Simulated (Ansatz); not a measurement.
## Convergence notes, G0W0 on KBr (zincblende)

KBr built on the zincblende prototype, relaxed with r2SCAN; one-shot G0W0 in Ansatz without spin-orbit coupling. Spin-unpolarised throughout. Whether this structure exists isn't addressed.

Space group F-43m (No. 216). a = 7.377 Å, b = 7.377 Å, c = 7.377 Å, α = 90.00°, β = 90.00°, γ = 90.00°
```csv
atom,site,symmetry,x,y,z
K,4a,-43m,0.0000,0.0000,0.0000
Br,4d,-43m,0.2500,0.2500,0.7500
```

Gaps are read over the mesh points alone. G0W0 values are finite-basis, finite-mesh values.
```
 start       potentials      frequency model   mesh  empty bands  screening cutoff (eV)  Kohn-Sham gap (eV)  G0W0 gap (eV)
   PBE              PAW  contour deformation  4×4×4          227                    100                4.28           6.99
   PBE              PAW  contour deformation  4×4×4          550                    180                4.28           7.16
 HSE06              PAW  contour deformation  4×4×4          550                    180                5.39           7.71
r2SCAN              PAW  contour deformation  4×4×4          550                    180                4.84           7.45
  PBE0              PAW  contour deformation  4×4×4          550                    180                6.12           7.94
   PBE              PAW     Godby-Needs pole  4×4×4          550                    180                4.28           7.14
   PBE              PAW  contour deformation  6×6×6          163                     80                4.28           6.90
   PBE  norm-conserving  contour deformation  4×4×4          550                    180                4.28           7.10
```

G0W0 moves the gap on the mesh from 4.28 eV (PBE) to 7.16 eV (Γ–K (0.67 of the way from Γ) to Γ). Renormalisation factors Z lie between 0.80 and 0.88.

Raising bands and cutoff together moves the gap by +0.17 eV (100 to 180 eV); the last step is still large, so the basis limit isn't reached. Starting from HSE06 (5.39 eV against PBE's 4.28 eV) gives 7.71 eV, +0.55 eV from G0W0@PBE at the same screening cutoff. Starting from r2SCAN (4.84 eV against PBE's 4.28 eV) gives 7.45 eV, +0.29 eV from G0W0@PBE at the same screening cutoff. Starting from PBE0 (6.12 eV against PBE's 4.28 eV) gives 7.94 eV, +0.77 eV from G0W0@PBE at the same screening cutoff. The Godby-Needs plasmon pole differs from contour deformation by -0.02 eV. Norm-conserving potentials (wave cutoff 850 eV against 420 eV) shift the quasiparticle gap by -0.06 eV and the PBE gap by 0.00 eV. r2SCAN runs take a wave cutoff of 500 eV.
